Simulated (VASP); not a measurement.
# WSe2: relaxation of cell and atoms with r2SCAN+rVV10

Slab: WSe2, a slab with vacuum.

```xyz
3
Lattice="3.2900 0.0000 0.0000 -1.6450 2.8492 0.0000 0.0000 0.0000 21.3463" Properties=species:S:1:pos:R:3 pbc="T T T"
Se    0.0000    1.8995    9.0000
Se    0.0000    1.8995   12.3463
W     1.6450    0.9497   10.6731
```

```yaml
Program: VASP 6.6.1
Task: relaxation of cell and atoms
Functional: r2SCAN
Dispersion: rVV10
Potentials_or_basis: VASP PAW PBE potentials, release 64 (Se, W_sv)
Cutoff: 600 eV
k_mesh: 12 × 12 × 1
Occupations: gaussian, width 0.03 eV
Spin: no spin polarisation
Further_INCAR_settings: ALGO = Normal; EDIFF = 1e-06; IBRION = 2; EDIFFG = -0.01; NSW = 90; ISIF = 3
```

```json
{
 "Relaxed volume": "67.30 Å³/atom",
 "Relaxed cell": "a = 3.305 Å, b = 3.305 Å, c = 21.346 Å, α = 90.00°, β = 90.00°, γ = 120.00°",
 "Space group after relaxing (to 0.05 Å)": "P-6m2 (No. 187)",
 "Energy gained by relaxing": "0.6 meV/atom",
 "Ionic steps": "6",
 "Largest force after relaxing": "0.004 eV/Å",
 "Band gap on the k mesh": "1.69 eV, direct"
}
```

Forces in eV/Å, atoms in the order of the input:
```
Se   0.000  0.000  0.004
Se   0.000  0.000 -0.004
W    0.000  0.000  0.000
```

Step by step:
```tsv
step	energy change (eV)	largest force (eV/Å)	pressure (GPa)	volume (Å³)
1	0.0000	0.0176	0.19	200.10
2	-0.0004	0.1391	-0.31	202.65
3	-0.0013	0.0830	-0.07	201.48
4	-0.0014	0.0864	-0.09	201.52
5	-0.0018	0.0291	-0.04	201.79
6	-0.0018	0.0043	-0.01	201.91
```

Final structure:
```
Se W
1.0
     3.30486    0.00000    0.00000
    -1.65243    2.86209    0.00000
     0.00000    0.00000   21.34626
Se W
2 1
Direct
  0.33333 0.66667 0.42191
  0.33333 0.66667 0.57809
  0.66667 0.33333 0.50000
```

Levels at points of the mesh, in eV from the valence-band top:
| k point | band 10 | band 11 | band 12 | band 13 | band 14 | band 15 | band 16 | band 17 |
| --- | --- | --- | --- | --- | --- | --- | --- | --- |
| (0.00, 0.00, 0.00) | -2.28 | -1.35 | -1.35 | -0.30 | 3.11 | 3.11 | 3.29 | 3.29 |
| (0.50, 0.00, 0.00) | -3.18 | -2.26 | -1.06 | -1.04 | 2.54 | 2.93 | 4.05 | 4.65 |

Run time: 56 min on 1 thread of Intel(R) Xeon(R) 6975P-C (Granite Rapids) (shared host), peak memory 0.99 GiB.

Caveat: the PAW data sets were made with another functional, which shifts forces and pressure a little; spin-orbit coupling is left out, which moves the levels of the heavy elements. Zero-point motion and thermal expansion aren't in these numbers.
